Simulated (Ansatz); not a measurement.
# Al (omega type): the cost of one run

Computed with Ansatz 0.2.0 (DFT PBE, with the methods named in each step, unless a step's input says otherwise).

## Step 1: The system as given

Symmetry: P6/mmm, No. 191, hexagonal system. The conventional cell has a = 4.583 Å, b = 4.583 Å, c = 2.838 Å, α = 90.00°, β = 90.00°, γ = 120.00°. Around Al (site symmetry 6/mmm) lie 14 Al at 2.84 to 3.00 Å. Al (site symmetry -6m2) has 11 Al at 2.65 to 3.00 Å as nearest neighbours.

Structure file:

```
Al
1.0
     4.58319    0.00000    0.00000
    -2.29160    3.96916    0.00000
     0.00000    0.00000    2.83754
Al
3
Direct
  0.00000 0.00000 0.00000
  0.33333 0.66667 0.50000
  0.66667 0.33333 0.50000
```

Whether this phase is the stable one at these pressures isn't tested.

Atoms are numbered in the order of the input: Al1, Al2, Al3.

## Step 2: The reference volume, LAPW

input.yaml reads:

```yaml
crystal:
  lattice:
    - [4.5831925628, 0.0, 0.0]
    - [-2.2915962814, 3.9691611899, 0.0]
    - [0.0, 0.0, 2.8375362824]
  atoms:
    - { symbol: Al, position: [0.0, 0.0, 0.0] }
    - { symbol: Al, position: [0.3333333333, 0.6666666667, 0.5] }
    - { symbol: Al, position: [0.6666666667, 0.3333333333, 0.5] }
kpoints:
  mp_grid: { grid: [8, 8, 11] }
  band_path:
    path:
      - [0.0, 0.0, 0.0]
      - [0.5, 0.0, 0.0]
      - [0.3333333333, 0.3333333333, 0.0]
      - [0.0, 0.0, 0.0]
      - [0.0, 0.0, 0.5]
      - [0.5, 0.0, 0.5]
      - [0.3333333333, 0.3333333333, 0.5]
      - [0.0, 0.0, 0.5]
      - [0.5, 0.0, 0.5]
    npoints: 14
scf:
  occupations: { method: fermi_dirac, width: 0.08 }
hamiltonian:
  xc: pbe
  pseudopotentials: { kind: all_electron, lapw: { basis_error: 0.001 } }
output:
  forces: true
  stress: true
  eigenvalues: true
  populations: true
  dos: { projected: true, de: 0.2, e_range: [-14, 8] }
```

On the command line:

```sh
$ ansatz run input.yaml --threads 1 --pin off --max-ram 3072MiB --backend cpu --events-out ev --progress --plain --runs-dir out
```

Q: Estimate wall time and peak memory on 1 thread of Intel Xeon Platinum 8259CL at 2.50GHz (Skylake/Cascade Lake), shared host.

About 16 s, with a peak of 0.38 GiB.
